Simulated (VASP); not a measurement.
Sb2Se3:

```
Sb Se
1.0
     6.50000    0.00000    0.00000
     0.00000    3.98000    0.00000
    -0.59841    0.00000   10.70328
Sb Se
4 6
Direct
  0.27200 0.25000 0.04300
  0.08800 0.75000 0.35700
  0.72800 0.75000 0.95700
  0.91200 0.25000 0.64300
  0.91600 0.25000 0.14000
  0.40800 0.75000 0.21200
  0.27900 0.25000 0.48400
  0.08400 0.75000 0.86000
  0.59200 0.25000 0.78800
  0.72100 0.75000 0.51600
```

The cell was built by a generator and needn't be a form met in nature.

| Quantity | Value |
| --- | --- |
| Program | VASP 6.6.1 |
| Task | relaxation of cell and atoms |
| Functional | PBE |
| Potentials or basis | VASP PAW PBE potentials, release 64 (Sb, Se) |
| Cutoff | 520 eV |
| k mesh | 2 × 4 × 2 |
| Occupations | gaussian, width 0.15 eV |
| Spin | no spin polarisation |

At the start: pressure 3.3 GPa; volume 27.69 Å³/atom.

Q: Where does the relaxation end?

A: Over 13 steps the energy falls by 34.2 meV/atom and the volume is 30.03 Å³/atom (+8.4 %); space group P2_1/m (No. 11, to 0.05 Å).

Step by step:
| step | energy change (eV) | largest force (eV/Å) | pressure (GPa) | volume (Å³) |
| --- | --- | --- | --- | --- |
| 1 | 0.0000 | 0.7594 | 3.27 | 276.89 |
| 2 | -0.1339 | 0.7565 | -1.94 | 300.09 |
| 3 | -0.2044 | 0.5250 | -0.22 | 290.99 |
| 4 | -0.2548 | 0.3467 | -0.02 | 291.67 |
| 5 | -0.2915 | 0.2715 | 0.32 | 292.87 |
| 6 | -0.3101 | 0.2727 | -0.03 | 296.32 |
| 7 | -0.3135 | 0.2954 | -0.38 | 299.12 |
| 8 | -0.3253 | 0.2091 | -0.25 | 299.54 |
| 9 | -0.3342 | 0.1721 | 0.10 | 300.58 |
| 10 | -0.3346 | 0.1323 | 0.00 | 300.38 |
| 11 | -0.3383 | 0.1145 | -0.02 | 300.43 |
| 12 | -0.3395 | 0.0972 | -0.06 | 300.48 |
| 13 | -0.3419 | 0.0762 | -0.03 | 300.27 |

Final structure:
```
CELL_PARAMETERS angstrom
6.76933 0.00000 -0.07356
0.00000 4.04112 0.00000
-0.74531 0.00000 10.98444
ATOMIC_POSITIONS crystal
Sb 0.25928 0.25000 0.04788
Sb 0.08938 0.75000 0.34808
Sb 0.74072 0.75000 0.95212
Sb 0.91062 0.25000 0.65192
Se 0.91310 0.25000 0.13885
Se 0.41252 0.75000 0.20593
Se 0.25988 0.25000 0.48316
Se 0.08690 0.75000 0.86115
Se 0.58748 0.25000 0.79407
Se 0.74012 0.75000 0.51684
```

Caveat: the k mesh is coarse (spacing up to 0.48 Å⁻¹), so the values aren't converged.
